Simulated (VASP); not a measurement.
# SiC in VASP: one cell, several levels of theory, part 2 of 2

VASP 6.6.1, plane waves, PAW. The steps go on from the part before.

### Step 3. r2SCAN at this geometry

INCAR

```
ENCUT = 520.000000
SIGMA = 0.010000
EDIFF = 1.00e-07
ALGO = Normal
METAGGA = R2SCAN
PREC = Accurate
IBRION = -1
ISIF = 2
ISMEAR = 0
NBANDS = 11
NELM = 120
NSW = 0
LASPH = .TRUE.
LCHARG = .FALSE.
LWAVE = .FALSE.
LREAL = .FALSE.
```

KPOINTS

```
KPOINTS created by Atomic Simulation Environment
0
Gamma
10 10 10
0 0 0
```

KPOINTS_OPT

```
special points
7
Reciprocal
0.0000000000 0.0000000000 0.0000000000 1
-0.5000000000 -0.5000000000 0.0000000000 1
-0.3750000000 -0.3750000000 0.2500000000 1
-0.3750000000 0.0000000000 0.3750000000 1
0.0000000000 0.0000000000 0.5000000000 1
-0.5000000000 -0.2500000000 0.2500000000 1
0.0000000000 0.5000000000 0.5000000000 1
```

POSCAR

```
Si C
 1.0000000000000000
     0.0000000000000000    2.1780523449999998    2.2869549621999998
     2.1780523449999998    0.0000000000000000    2.2869549621999998
     2.1780523449999998    2.1780523449999998    0.0000000000000000
 Si  C
   1   1
Cartesian
  0.0000000000000000  0.0000000000000000  0.0000000000000000
  1.0890261724999997  1.0890261724999997  1.1434774810999999
```

Command:

```console
$ mpirun -np 1 vasp_std
```

Printed to the terminal (iteration lines stand in OSZICAR):

```text
POSCAR found type information on POSCAR SiC
 POSCAR found :  2 types and       2 ions
 -----------------------------------------------------------------------------
|                                                                             |
|                                                                             |
|     You enforced a specific xc type in the INCAR file but a different       |
|     I HOPE YOU KNOW WHAT YOU ARE DOING!                                     |
|                                                                             |
 -----------------------------------------------------------------------------

 LDA part: xc-table for (None), standard interpolation
 POSCAR, INCAR and KPOINTS ok, starting setup
 FFT: planning ... GRIDC
 FFT: planning ... GRID_SOFT
 FFT: planning ... GRID
 WAVECAR not read
 entering main loop
 Start KPOINTS_OPT (optional k-point list driver)
k-point batch [1-7\7]
```

OSZICAR:

```text
N       E                     dE             d eps       ncg     rms          rms(c)
DAV:   1    -0.104683221533E+01   -0.10468E+01   -0.40447E+03  2311   0.629E+02
DAV:   2    -0.215345414926E+02   -0.20488E+02   -0.19715E+02  2850   0.113E+02
DAV:   3    -0.221746168359E+02   -0.64008E+00   -0.63887E+00  2754   0.165E+01
DAV:   4    -0.221771985345E+02   -0.25817E-02   -0.25816E-02  2600   0.134E+00
DAV:   5    -0.221772102332E+02   -0.11699E-04   -0.11699E-04  2785   0.852E-02    0.868E+00
DAV:   6    -0.192118253194E+02    0.29654E+01   -0.49260E+00  2511   0.103E+01    0.476E+00
DAV:   7    -0.192504666592E+02   -0.38641E-01   -0.44434E-01  2746   0.388E+00    0.235E+00
DAV:   8    -0.192606568324E+02   -0.10190E-01   -0.19794E-02  2454   0.107E+00    0.148E-01
DAV:   9    -0.192609713765E+02   -0.31454E-03   -0.48935E-04  3188   0.187E-01    0.123E-01
DAV:  10    -0.192610624901E+02   -0.91114E-04   -0.80531E-05  2496   0.768E-02    0.129E-02
DAV:  11    -0.192610605791E+02    0.19111E-05   -0.30054E-06  2880   0.105E-02    0.399E-03
DAV:  12    -0.192610606962E+02   -0.11711E-06   -0.12564E-07  2607   0.315E-03    0.657E-04
DAV:  13    -0.192610606482E+02    0.47937E-07   -0.55127E-09  1470   0.446E-04
   1 F= -.19261061E+02 E0= -.19261061E+02  d E =-.815659-102
       N       E                     dE             ncg
DAV:   1     0.194736948434E+04   -0.18704E+04      162
DAV:   2     0.180901488351E+04   -0.13835E+03      191
DAV:   3     0.180571791302E+04   -0.32970E+01      204
DAV:   4     0.180570727500E+04   -0.10638E-01      181
DAV:   5     0.180570722847E+04   -0.46526E-04      204
DAV:   6     0.180570722816E+04   -0.30504E-06      189
DAV:   7     0.180570722816E+04   -0.22460E-08      204
```

OUTCAR, selected sections:

```text
k-points           NKPTS =    102   k-points in BZ     NKDIM =    102   number of bands    NBANDS=     11

   NELECT =       8.0000    total number of electrons

   dimension x,y,z NGX =    24 NGY =   24 NGZ =   24
   dimension x,y,z NGXF=    48 NGYF=   48 NGZF=   48

  energy-cutoff  :      520.00
  volume of cell :       21.70
      direct lattice vectors                 reciprocal lattice vectors
     0.000000000  2.178052345  2.286954962    -0.229562894  0.229562894  0.218631328
     2.178052345  0.000000000  2.286954962     0.229562894 -0.229562894  0.218631328
     2.178052345  2.178052345  0.000000000     0.229562894  0.229562894 -0.218631328

 k-points in reciprocal lattice and weights: KPOINTS created by Atomic Simulation Env
   0.00000000  0.00000000  0.00000000       0.001
   0.10000000  0.00000000  0.00000000       0.008
   0.20000000  0.00000000  0.00000000       0.008
   0.30000000  0.00000000  0.00000000       0.008
   0.40000000  0.00000000  0.00000000       0.008
   0.50000000  0.00000000  0.00000000       0.004
   0.10000000  0.10000000  0.00000000       0.002
   0.20000000  0.10000000  0.00000000       0.008
[... 94 more k-points ...]

 E-fermi :   7.7430

 k-point     1 :       0.0000    0.0000    0.0000
  band No.  band energies     occupation
      1      -8.3414      2.00000
      2       7.2253      2.00000
      3       7.5934      2.00000
      4       7.5934      2.00000
      5      13.6810      0.00000
      6      14.9282      0.00000
      7      14.9282      0.00000
      8      15.0692      0.00000
      9      21.5549      0.00000
     10      23.1427      0.00000
     11      24.2602      0.00000

 k-point     2 :       0.1000    0.0000    0.0000
  band No.  band energies     occupation
      1      -8.1463      2.00000
      2       6.3989      2.00000
      3       7.2139      2.00000
      4       7.4767      2.00000
      5      14.0033      0.00000
      6      15.0707      0.00000
      7      15.1963      0.00000
      8      15.4248      0.00000
      9      20.8074      0.00000
     10      22.1009      0.00000
     11      24.4242      0.00000

 k-point     3 :       0.2000    0.0000    0.0000
  band No.  band energies     occupation
      1      -7.5711      2.00000
      2       4.2580      2.00000
      3       6.8176      2.00000
      4       7.2090      2.00000
      5      13.7102      0.00000
      6      15.5097      0.00000
      7      15.6961      0.00000
      8      16.5706      0.00000
      9      20.4863      0.00000
     10      21.1736      0.00000
     11      23.6406      0.00000

 k-point     4 :       0.3000    0.0000    0.0000
  band No.  band energies     occupation
      1      -6.6575      2.00000
      2       1.9271      2.00000
      3       6.4277      2.00000
      4       6.9348      2.00000
      5      13.2338      0.00000
      6      15.3549      0.00000
      7      15.7859      0.00000
      8      17.6952      0.00000
      9      21.5885      0.00000
     10      21.6556      0.00000
     11      23.3489      0.00000

 k-point     5 :       0.4000    0.0000    0.0000
  band No.  band energies     occupation
      1      -5.5520      2.00000
      2      -0.1071      2.00000
      3       6.1564      2.00000
      4       6.7468      2.00000
      5      12.8943      0.00000
      6      15.0325      0.00000
      7      15.5154      0.00000
      8      18.1161      0.00000
      9      23.3228      0.00000
     10      23.4096      0.00000
     11      24.3317      0.00000

 k-point     6 :       0.5000    0.0000    0.0000
  band No.  band energies     occupation
      1      -4.8839      2.00000
      2      -1.0952      2.00000
      3       6.0608      2.00000
      4       6.6815      2.00000
      5      12.7736      0.00000
      6      14.8985      0.00000
      7      15.3694      0.00000
      8      18.1580      0.00000
      9      24.0911      0.00000
     10      25.0051      0.00000
     11      25.8136      0.00000

 k-point     7 :       0.1000    0.1000    0.0000
  band No.  band energies     occupation
      1      -8.0969      2.00000
      2       6.4227      2.00000
      3       7.1488      2.00000
      4       7.1488      2.00000
      5      14.1940      0.00000
      6      14.6386      0.00000
      7      15.6513      0.00000
      8      15.6513      0.00000
      9      19.2253      0.00000
     10      23.4227      0.00000
     11      25.3537      0.00000

 k-point     8 :       0.2000    0.1000    0.0000
  band No.  band energies     occupation
      1      -7.6629      2.00000
      2       4.9345      2.00000
      3       6.7507      2.00000
      4       6.7548      2.00000
      5      13.9663      0.00000
      6      14.9299      0.00000
      7      16.3360      0.00000
      8      16.3638      0.00000
      9      18.7248      0.00000
     10      22.9292      0.00000
     11      25.3294      0.00000

 k-point     9 :       0.3000    0.1000    0.0000
  band No.  band energies     occupation
      1      -6.8716      2.00000
      2       2.7851      2.00000
      3       6.2134      2.00000
      4       6.4487      2.00000
      5      13.7152      0.00000
      6      14.8519      0.00000
      7      16.6925      0.00000
      8      17.0677      0.00000
      9      19.9644      0.00000
     10      22.9588      0.00000
     11      24.5142      0.00000

 k-point    10 :       0.4000    0.1000    0.0000
  band No.  band energies     occupation
      1      -5.8133      2.00000
      2       0.6767      2.00000
      3       5.6697      2.00000
      4       6.3264      2.00000
      5      13.5048      0.00000
      6      14.4800      0.00000
      7      16.4055      0.00000
      8      18.2184      0.00000
      9      21.5899      0.00000
     10      24.2649      0.00000
     11      24.5176      0.00000

 k-point    11 :       0.5000    0.1000    0.0000
  band No.  band energies     occupation
      1      -4.8584      2.00000
      2      -0.7974      2.00000
      3       5.2752      2.00000
      4       6.4017      2.00000
      5      13.4526      0.00000
      6      14.3762      0.00000
      7      15.9894      0.00000
      8      18.7112      0.00000
      9      23.3843      0.00000
     10      25.0641      0.00000
     11      25.0701      0.00000

 k-point    12 :      -0.4000    0.1000    0.0000
  band No.  band energies     occupation
      1      -5.0444      2.00000
      2      -0.5212      2.00000
      3       5.1078      2.00000
      4       6.6467      2.00000
      5      13.5497      0.00000
      6      14.6782      0.00000
      7      15.7850      0.00000
      8      18.4892      0.00000
      9      22.9242      0.00000
     10      23.6438      0.00000
     11      25.8509      0.00000

 k-point    13 :      -0.3000    0.1000    0.0000
  band No.  band energies     occupation
      1      -6.0988      2.00000
      2       1.2268      2.00000
      3       5.2026      2.00000
      4       6.9969      2.00000
      5      13.7840      0.00000
      6      15.2947      0.00000
      7      15.8037      0.00000
      8      17.6749      0.00000
      9      20.8455      0.00000
     10      22.9612      0.00000
     11      25.0934      0.00000

 k-point    14 :      -0.2000    0.1000    0.0000
  band No.  band energies     occupation
      1      -7.1042      2.00000
      2       3.4256      2.00000
      3       5.5656      2.00000
      4       7.3482      2.00000
      5      14.1497      0.00000
      6      15.6048      0.00000
      7      15.7011      0.00000
      8      16.7259      0.00000
      9      19.9182      0.00000
     10      22.3089      0.00000
     11      24.3392      0.00000

 k-point    15 :      -0.1000    0.1000    0.0000
  band No.  band energies     occupation
      1      -7.8088      2.00000
      2       5.4531      2.00000
      3       6.2379      2.00000
      4       7.5526      2.00000
      5      14.4122      0.00000
      6      14.8540      0.00000
      7      15.3021      0.00000
      8      16.3810      0.00000
      9      20.5295      0.00000
     10      21.6232      0.00000
     11      24.7691      0.00000

 k-point    16 :       0.2000    0.2000    0.0000
  band No.  band energies     occupation
      1      -7.3738      2.00000
      2       4.6613      2.00000
      3       6.2306      2.00000
      4       6.2306      2.00000
      5      12.7922      0.00000
      6      14.9901      0.00000
      7      17.3588      0.00000
      8      17.3588      0.00000
      9      18.0021      0.00000
     10      24.2543      0.00000
     11      27.6733      0.00000

[... the tables of k-points 17 to 102 left out ...]

  Total       -0.7305363     -0.7305363     -2.7319518      0.0000000     -0.0000000      0.0000000
  in kB      -53.9421395    -53.9421395   -201.7248391      0.0000000     -0.0000000      0.0000000
  external PRESSURE =    -103.2030394 kB  Pullay stress =       0.0000000 kB

 POSITION                                       TOTAL-FORCE (eV/Angst)
 -----------------------------------------------------------------------------------
      0.00000      0.00000      0.00000        -0.000000     -0.000000      0.000000
      1.08903      1.08903      1.14348         0.000000      0.000000     -0.000000
 -----------------------------------------------------------------------------------
    total drift:                                0.000000      0.000000     -0.000002

  FREE ENERGIE OF THE ION-ELECTRON SYSTEM (eV)
  ---------------------------------------------------
  free  energy   TOTEN  =       -19.2610606482 eV

  energy  without entropy=      -19.2610606482  energy(sigma->0) =      -19.26106065
```

Hardware: 1 MPI rank of Intel Xeon Platinum 8488C, shared host.

The levels at the points of KPOINTS_OPT are read from vasprun.xml.

Near the gap, in eV above the top of the last filled band v; c is the band after it:

| point | v−1 | v | c | c+1 |
| --- | --- | --- | --- | --- |
| Γ | 0.00 | 0.00 | 6.09 | 7.33 |
| X | -3.01 | -3.01 | 1.94 | 5.09 |
| U | -5.61 | -2.41 | 3.77 | 8.60 |
| K | -5.60 | -2.95 | 3.18 | 7.67 |
| L | -1.53 | -0.91 | 5.18 | 7.31 |
| W | -5.07 | -4.74 | 5.74 | 9.53 |

The r2SCAN gap is 1.49 eV and indirect (Γ to (0.00, 0.50, 0.50)), with 4.95 eV as the least direct one. The pressure is -10.32 GPa; the forces vanish within 0.01 eV/Å.

### Step 4. Results

What follows sums up all 2 parts.

| level | gap (eV) | pressure (GPa) | Ansatz: gap (eV) | Ansatz: pressure (GPa) |
| --- | --- | --- | --- | --- |
| PBE | 1.15 | -6.66 | 1.15 | -6.63 |
| r2SCAN | 1.49 | -10.32 | 1.48 | -10.18 |

What this shows: The gap runs from 1.15 eV (PBE) to 1.49 eV (r2SCAN). At this one volume the pressure spans -10.3 GPa (r2SCAN) to -6.7 GPa (PBE): PBE wants the largest cell and r2SCAN the smallest. The two programs agree on the gap within 0.02 eV, far less than the spread between functionals. Each program uses its own PAW datasets and cutoff.
